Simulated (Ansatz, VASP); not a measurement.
**One calculation of Se, two programs**

INCAR

```
SYSTEM = Se
  PREC = Accurate
  ENCUT = 520
  EDIFF = 1E-7
  ISMEAR = 1
  SIGMA = 0.1
  LREAL = .FALSE.
  LASPH = .TRUE.
  NELM = 80
  ALGO = Normal
  ISIF = 2
  LWAVE = .FALSE.
  LCHARG = .FALSE.
  GGA = CA
  NBANDS = 16
```

File KPOINTS:

```
regular mesh
0
G
  9 9 6
  0 0 0
```

POSCAR

```
Se
1.0
    3.9534579885      0.0000000000      0.0000000000
   -1.9767289943      3.4237950508      0.0000000000
    0.0000000000      0.0000000000      5.1205317866
Se
3
Direct
    0.2543546533      1.0000000000      0.3333333333
    1.0000000000      0.2543546533      0.6666666667
    0.7456453467      0.7456453467      1.0000000000
```

Input for Ansatz:

```yaml
crystal:
  lattice:
    - [3.9534579885, 0.0, 0.0]
    - [-1.9767289943, 3.4237950508, 0.0]
    - [0.0, 0.0, 5.1205317866]
  atoms:
    - { symbol: Se, position: [0.2543546533, 1.0, 0.3333333333] }
    - { symbol: Se, position: [1.0, 0.2543546533, 0.6666666667] }
    - { symbol: Se, position: [0.7456453467, 0.7456453467, 1.0] }
hamiltonian:
  xc: lda
  pseudopotentials:
    kind: paw
    azcp:
      Se: "pseudopotentials/Se.paw.azcp"
basis:
  ecutwfc: 420
  fft_grid_basis: typed
kpoints:
  mp_grid: { grid: [9, 9, 6], shift: [0, 0, 0] }
magnetization:
  spin_polarized: false
scf:
  occupations: { method: cold, width: 0.1 }
  lower_state_search: "off"
output:
  stress: true
```

Alike in both runs: task single point; functional LDA; k mesh 9 × 9 × 6; no spin polarisation.

```csv
,VASP,Ansatz
version,VASP 6.6.1,Ansatz 0.2.0
potentials or method,"VASP PAW LDA potentials, release 64 (Se)","plane waves (420 eV) with PAW, scalar-relativistic"
plane-wave cutoff (eV),520,420
occupations,"methfessel-paxton of order 1, width 0.1 eV","cold, width 0.1 eV"
valence electrons in the cell,18,48
```

|  | VASP | Ansatz | Ansatz less VASP |
| --- | --- | --- | --- |
| pressure (GPa) | 0.2 | 0.0 | -0.23 |
| largest component of the traceless stress (GPa) | 0.08 | 0.02 | -0.065 |

The two sets of potentials don't hold the same shells in valence. Ansatz warned: «pseudo_functional_mismatch».
